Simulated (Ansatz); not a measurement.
# V (P-1) in Ansatz: convergence with n extra bands

Aim: find how far n extra bands must go before the results for V settle, at r2SCAN. This setting moves, with any that are tied to it; all else stays.

Everything below comes from runs of Ansatz 0.2.0. Logs are shortened: lines on timing, memory, paths and dates and some standing lists are left out, and cuts for length are marked.

### Step 1. The cell of the first run

The typed cell holds 2 atoms: a = 2.604 Å, b = 2.604 Å, c = 4.723 Å, α = 90.00°, β = 90.00°, γ = 120.00°.

This isn't the form of V at room conditions, which is bcc.

The cell isn't the ideal one: atoms moved at random, drawn with an rms of 0.05 Å.

### Step 2. With n extra bands 2

File input.yaml:

```yaml
crystal:
  lattice:
    - [2.6042941027, 0.0, 0.0]
    - [-1.3021470513, 2.2553848518, 0.0]
    - [0.0, 0.0, 4.723336]
  atoms:
    - { symbol: V, position: [0.33739, 0.668062, 0.248282], spin: 2.0 }
    - { symbol: V, position: [0.664085, 0.335285, 0.742318], spin: 2.0 }
hamiltonian:
  xc: r2scan
  pseudopotentials: { kind: paw }
magnetization:
  spin_polarized: true
kpoints:
  mp_grid: { grid: [8, 8, 4] }
scf:
  occupations: { method: methfessel_paxton, width: 0.1 }
  n_extra_bands: 2
output:
  forces: true
  stress: true
  eigenvalues: true
```

Potentials or basis: Ansatz PAW.

On the command line:

```
ansatz run input.yaml --threads 2 --pin off --max-ram 5632MiB --backend cpu --events-out ev --progress --plain --runs-dir out
```

It took 36 s on 2 threads of Arm Neoverse V2, shared host; peak memory 0.45 GiB.

Results:

| Quantity | Value |
| --- | --- |
| Free energy | -5833.6013 eV |
| Pressure | -3.0 GPa |
| Largest force | 0.299 eV/Å |
| Band gap on the k mesh | none (metal or under the smearing width) |
| Net moment | 0.07 μB per cell |
| Absolute moment | 0.07 μB per cell |
| Site moments | V +0.03 μB |

### Step 3. With n extra bands 4

input.yaml: that of step 2 with these lines changed.

```diff
@@ -17,3 +17,3 @@
   occupations: { method: methfessel_paxton, width: 0.1 }
-  n_extra_bands: 2
+  n_extra_bands: 4
 output:
```

Potentials or basis: Ansatz PAW.

On the command line:

```
ansatz run input.yaml --threads 2 --pin off --max-ram 5632MiB --backend cpu --events-out ev --progress --plain --runs-dir out
```

It took 43 s on 2 threads of Arm Neoverse V2, shared host; peak memory 0.46 GiB.

What came out:

* Free energy: -5833.6013 eV
* Pressure: -3.0 GPa
* Largest force: 0.300 eV/Å
* Band gap on the k mesh: none (metal or under the smearing width)
* Net moment: 0.00 μB per cell
* Absolute moment: 0.00 μB per cell

### Step 4. With n extra bands 8

input.yaml: that of step 3 with these lines changed.

```diff
@@ -17,3 +17,3 @@
   occupations: { method: methfessel_paxton, width: 0.1 }
-  n_extra_bands: 4
+  n_extra_bands: 8
 output:
```

On the command line:

```
ansatz run input.yaml --threads 2 --pin off --max-ram 5632MiB --backend cpu --events-out ev --progress --plain --runs-dir out
```

Run time: 42 s. Hardware: 2 threads of Arm Neoverse V2, shared host; peak memory 0.48 GiB.

Results (log left out):

| Item | Value |
| --- | --- |
| Free energy | -5833.6013 eV |
| Pressure | -3.0 GPa |
| Largest force | 0.300 eV/Å |
| Band gap on the k mesh | none (metal or under the smearing width) |
| Net moment | 0.00 μB per cell |
| Absolute moment | 0.00 μB per cell |

### Step 5. With n extra bands 16

input.yaml: that of step 4 with these lines changed.

```diff
@@ -17,3 +17,3 @@
   occupations: { method: methfessel_paxton, width: 0.1 }
-  n_extra_bands: 8
+  n_extra_bands: 16
 output:
```

On the command line:

```
ansatz run input.yaml --threads 2 --pin off --max-ram 5632MiB --backend cpu --events-out ev --progress --plain --runs-dir out
```

It took 44 s on 2 threads of Arm Neoverse V2, shared host; peak memory 0.53 GiB.

The run converged. Its results:

```yaml
Free_energy: -5833.6013 eV
Pressure: -3.0 GPa
Largest_force: 0.300 eV/Å
Band_gap_on_the_k_mesh: none (metal or under the smearing width)
Net_moment: 0.00 μB per cell
Absolute_moment: 0.00 μB per cell
```

### Step 6. With n extra bands 32

input.yaml: that of step 5 with these lines changed.

```diff
@@ -17,3 +17,3 @@
   occupations: { method: methfessel_paxton, width: 0.1 }
-  n_extra_bands: 16
+  n_extra_bands: 32
 output:
```

Potentials or basis: Ansatz PAW.

On the command line:

```
ansatz run input.yaml --threads 2 --pin off --max-ram 5632MiB --backend cpu --events-out ev --progress --plain --runs-dir out
```

What it wrote:

```text
Warning: RAYON_NUM_THREADS=2 ignored (pool sized by the plan → 2); use --threads N
scf.n_extra_bands = 32 over 13 filled bands (N_el = 26.0): the run solves 45 bands
Engine: ansatz 0.2.0, aarch64-unknown-linux-gnu
Pseudopotentials: kind: paw
Pseudopotential: V, paw, valence charge 13, recommended cutoff 500 eV (meta_gga), V.paw.azcp
Functional definition: r2SCAN
  parameter k0 = 0.174
  parameter k1 = 0.065
  parameter a1 = 4.9479
  exchange = r2scan_x(k0 = k0, k1 = k1, a1 = a1)
  correlation = r2scan_c
Crystal: 2 atoms, lattice volume = 27.743 Å³
Basis set: ecut = 500 eV, 701 PW (Γ), exchange–correlation on 80×80×144 points (64 copies of the dense FFT grid, shifted against one another)
Bands: 45, of which v1, the nominal top of the filled ones, is band 13 counted from 1 (12 counted from 0)
Symmetry: 2 space group operations
Space group: P-1 (ITA 2), of the structure as read, at distance tolerance 3.0e-5 Å
Magnetic group: BNS 2.4 (UNI 4), of the structure as read, at distance tolerance 3.0e-5 Å
k-points: 132 of 256
Non-local potential: V, projectors of the file, l = 0: 3, l = 1: 2, l = 2: 3, l = 3: 1
[... 56 lines left out ...]
--- Per-component energies (eV) ---
  E_band       = -332.819021
  E_kinetic    = 671.794195
  E_local      = -1836.570116  (includes V_loc(G=0)·N_el)
  E_nonlocal   = -90.918380
  E_hartree    = 837.654149
  E_xc         = -252.826028
  E_vxc        = -368.154051  (∫ρ·V_xc dr)
  E_paw        = -2242.408430  (= ΣΔE_a)
  E_vpaw       = -408.996466  (= ΣTr[D̂ρ^β])
  E_aug_tail   = 0.000330  (compensation charges beyond the density's cutoff)
  E_vtau       = 24.717141  (kinetic-family band-sum trace: ∫τ·v_τ [+ j·A + Jᵃ·Aᵃ] dr)
  E_ewald      = -2919.793649
  E_core_change = -0.531562  (= ΣΔE_core)
  E_smearing   = -0.001846  (= −TS)
  E_closure    = 0.000000  (closes the sum)
  Σ components = -5833.601337   (vs F -5833.601337, Δ=0.00e0)
--- Forces (eV/Å), atoms counted from 1 ---
  atom   1  V      0.02639801    -0.00517337    -0.29835102
  atom   2  V     -0.02639801     0.00517337     0.29835102
  max |Σ_I F_I| component: 0.00e0 eV/Å
--- Stress (GPa, compression-positive) ---
       -2.527782      -0.228196      -0.080972
       -0.228196      -2.586237       0.004380
       -0.080972       0.004382      -3.965941
  P = ⅓ Tr σ = -3.0267 GPa (-30.267 kbar)
--- Band table (eV; the first three rows and the last of 264) ---
  k-point 0 ↑: bands = ["-50.3762", "-50.2652", "-23.3223", "-22.6595", "-22.5489", "-22.5470", "-22.4914", "-22.4879", "8.9394", "12.5989", "15.6149", "15.8121", "16.6567", "16.6670", "16.9778", "16.9970", "18.3201", "18.3758", "19.3974", "19.4388", "24.4493", "34.7189", "35.1331", "37.4813", "41.9319", "41.9736", "42.4924", "42.7196", "42.7485", "42.9638", "43.0999", "44.1194", "46.7866", "47.0092", "48.4438", "51.7882", "51.8916", "54.3238", "54.6432", "54.8195", "60.0353", "61.7301", "63.0862", "63.4132", "66.4041"]
  k-point 1 ↑: bands = ["-50.3603", "-50.2814", "-23.2284", "-22.7587", "-22.5401", "-22.5389", "-22.4994", "-22.4967", "9.4526", "12.1685", "15.2520", "15.4796", "16.6428", "16.6468", "16.8749", "16.8923", "18.5557", "18.6025", "19.3217", "19.3431", "26.1044", "32.8070", "35.6418", "36.6993", "41.5320", "41.5521", "42.3570", "42.4005", "43.3288", "43.8430", "43.9321", "45.6159", "46.0641", "46.1949", "49.6297", "52.1109", "52.7677", "52.9073", "56.3376", "56.5169", "58.1631", "59.6607", "59.7416", "59.9476", "64.3700"]
  k-point 2 ↑: bands = ["-50.3267", "-50.3153", "-23.0200", "-22.9724", "-22.5223", "-22.5217", "-22.5162", "-22.5150", "10.7723", "10.8112", "15.0531", "15.2105", "16.6965", "16.7046", "16.7117", "16.7213", "18.9813", "19.0025", "19.0476", "19.0627", "29.3156", "29.7491", "35.7450", "35.8022", "41.6637", "41.6840", "41.6976", "41.7194", "44.9798", "44.9857", "45.0010", "45.0057", "46.3472", "46.4209", "49.4434", "49.7822", "55.3716", "55.5758", "55.7176", "55.9190", "57.3917", "57.9432", "60.0727", "60.2679", "60.3046"]
  k-point 131 ↓: bands = ["-50.1547", "-50.1513", "-23.4501", "-23.4430", "-22.8120", "-22.7993", "-22.7254", "-22.7141", "12.8571", "12.8842", "14.3621", "14.4603", "17.8593", "17.8952", "18.0872", "18.2186", "19.9781", "19.9937", "20.0052", "20.0918", "26.5445", "26.6907", "32.3732", "32.5697", "35.2410", "35.3133", "37.0555", "37.2632", "40.9358", "40.9963", "47.6560", "47.9249", "49.8909", "50.0702", "56.8094", "56.9947", "60.7896", "60.9987", "61.3295", "61.6571", "63.9690", "64.0089", "65.7058", "65.7060", "68.3580"]
```

It took 45 s on 2 threads of Arm Neoverse V2, shared host; peak memory 0.62 GiB.

What came out:

```
Free energy            : -5833.6013 eV
Pressure               : -3.0 GPa
Largest force          : 0.300 eV/Å
Band gap on the k mesh : none (metal or under the smearing width)
Net moment             : 0.00 μB per cell
Absolute moment        : 0.00 μB per cell
```

### Step 7. The series at a glance

| n extra bands | energy less the tightest run, at zero smearing (meV/atom) | absolute moment (μB) | SCF cycles | CPU time (s) | peak memory (GiB) |
| --- | --- | --- | --- | --- | --- |
| 2 | -0.06 | 0.07 | 36 | 71 | 0.45 |
| 4 | 0.00 | 0.00 | 39 | 85 | 0.46 |
| 8 | 0.00 | 0.00 | 33 | 82 | 0.48 |
| 16 | 0.00 | 0.00 | 30 | 86 | 0.53 |
| 32 | 0.00 | 0.00 | 22 | 89 | 0.62 |

Against the tightest run, the energy stays within 1 meV/atom from 2 on; the absolute moment stays within 0.02 μB from 4 on. The tightest run that finished is the yardstick and may itself not be fully converged.

Caveats: the magnetic or orbital state may not be the lowest; the PAW data sets come from PBE, with cores solved anew for the run's functional, which leaves a small shift of forces and pressure; the starting moments weren't kept.
